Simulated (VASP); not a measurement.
# Results of a VASP single-point calculation on Mg2Sn (strained antifluorite)

POSCAR

```
Sn Mg
 1.0000000000000000
     0.0328718622000000    3.3790077914999999    3.3790077914999999
     3.3790077914999999    0.0328718622000000    3.3790077914999999
     3.3790077914999999    3.3790077914999999    0.0328718622000000
 Sn  Mg
   1   2
Cartesian
  0.0000000000000000 -0.0000000000000000  0.0000000000000000
  1.6926631767104994  1.6926631767104994  1.6926631767104996
  5.0982242684895001  5.0982242684895001  5.0982242684895009
```

| Item | Value |
| --- | --- |
| gap between bands v and c | 0.14 eV |
| least direct gap | 2.00 eV |

Band v is the last that the valence electrons fill when counted band by band, and c is the next. Levels in eV from the top of v:

```tsv
point	v−1	v	c	c+1
Γ	0.00	0.00	2.00	2.35
X	-2.32	-2.22	0.14	0.39
K	-3.74	-1.88	0.72	2.85
L	-0.86	-0.86	1.26	2.54
W	-3.95	-2.86	2.91	3.35
```

Task: Which of these levels of theory gave these results?
A. r²SCAN
B. LDA
C. PBE
D. PBEsol
E. PBE0
F. PBE with spin–orbit coupling
G. HSE06

Result: A.

The INCAR was:

```
LASPH = .TRUE.
SIGMA = 0.02
LREAL = .FALSE.
NELM = 120
NBANDS = 16
LWAVE = .FALSE.
EDIFF = 1E-7
ENCUT = 520
LCHARG = .FALSE.
METAGGA = R2SCAN
ALGO = Normal
ISMEAR = -1
IBRION = -1
PREC = Accurate
ISIF = 2
NSW = 0
```
